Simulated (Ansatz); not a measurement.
## ZnS under strain — electric field gradients

The cell is a computed structure from the Materials Project (it need not be an observed phase), relaxed with PBE at fixed cell and then changed (x and y compressed by 1 %).

```yaml
crystal:
  lattice:
    - [3.76704, 0.00000, 0.00000]
    - [-1.88352, 3.26235, 0.00000]
    - [0.00000, 0.00000, 24.91593]
  atoms:
    - { symbol: Zn, position: [0.33333, 0.66667, 0.12512] }
    - { symbol: Zn, position: [0.00000, 0.00000, 0.00016] }
    - { symbol: Zn, position: [0.66667, 0.33333, 0.62505] }
    - { symbol: Zn, position: [0.66667, 0.33333, 0.87514] }
    - { symbol: Zn, position: [0.00000, 0.00000, 0.75002] }
    - { symbol: Zn, position: [0.33333, 0.66667, 0.50008] }
    - { symbol: Zn, position: [0.00000, 0.00000, 0.37509] }
    - { symbol: Zn, position: [0.66667, 0.33333, 0.25013] }
    - { symbol: S, position: [0.66667, 0.33333, 0.34372] }
    - { symbol: S, position: [0.66667, 0.33333, 0.71858] }
    - { symbol: S, position: [0.33333, 0.66667, 0.21873] }
    - { symbol: S, position: [0.00000, 0.00000, 0.84367] }
    - { symbol: S, position: [0.66667, 0.33333, 0.96881] }
    - { symbol: S, position: [0.00000, 0.00000, 0.09373] }
    - { symbol: S, position: [0.33333, 0.66667, 0.59369] }
    - { symbol: S, position: [0.00000, 0.00000, 0.46869] }
```

Atom numbers follow the list; atoms alike are taken as one site, whose name carries the number of the first.

Level of theory: DFT, PBE, plane waves and PAW, scalar-relativistic, 420 eV cutoff, Γ-centred 9×9×2 k-points, Fermi–Dirac smearing 0.02 eV (Ansatz 0.2.0).

Conventions: |V_zz| ≥ |V_yy| ≥ |V_xx|, η = (V_xx − V_yy)/V_zz, C_Q = eQV_zz/h.

67Zn: I = 5/2, Q = 122.0 mb; ³³S: I = 3/2, Q = -69.40 mb. Quadrupole moments are those of Pyykkö's year-2017 table.

Problem. What field gradients does the calculation give at each kind of site?

Solution. 

| site | atoms (order as listed) | first shell | V_zz (10²¹ V/m²) | η | C_Q (MHz) |
| --- | --- | --- | --- | --- | --- |
| Zn1 | 1 | 4 S at 2.31–2.33 Å | 0.41 | 0.00 | 1.21 |
| Zn2 | 2 | 4 S at 2.31–2.33 Å | 0.45 | 0.00 | 1.33 |
| Zn3 | 3 | 4 S at 2.31–2.33 Å | 0.40 | 0.00 | 1.17 |
| Zn4 | 4 | 4 S at 2.31–2.33 Å | 0.35 | 0.00 | 1.05 |
| Zn5 | 5 | 4 S at 2.31–2.33 Å | 0.32 | 0.00 | 0.934 |
| Zn6 | 6 | 4 S at 2.31–2.33 Å | 0.40 | 0.00 | 1.19 |
| Zn7 | 7 | 4 S at 2.31–2.33 Å | 0.41 | 0.00 | 1.20 |
| Zn8 | 8 | 4 S at 2.31–2.33 Å | 0.40 | 0.00 | 1.18 |
| S9 | 9 | 4 Zn at 2.31–2.33 Å | 0.30 | 0.00 | -0.503 |
| S10 | 10 | 4 Zn at 2.31–2.33 Å | 0.34 | 0.00 | -0.572 |
| S11 | 11, 14 | 4 Zn at 2.31–2.33 Å | 0.31 | 0.00 | -0.521 |
| S12 | 12 | 4 Zn at 2.31–2.33 Å | 0.50 | 0.00 | -0.832 |
| S13 | 13 | 4 Zn at 2.31–2.33 Å | 0.45 | 0.00 | -0.749 |
| S15 | 15 | 4 Zn at 2.31–2.33 Å | 0.30 | 0.00 | -0.507 |
| S16 | 16 | 4 Zn at 2.31–2.33 Å | 0.31 | 0.00 | -0.513 |

An axis of threefold or higher order runs through Zn1, Zn2, Zn3, Zn4, Zn5 and Zn6 and others, so V_zz lies along it and η is zero.

Hardware: 1 thread of Arm Neoverse V1 (aarch64; 8 cores open to the job, memory cap 3.0 GiB, no GPU), a shared host with a load of 0.4 a core. Wall time 1.9 min, CPU time 1.9 min, peak memory 0.76 GiB.
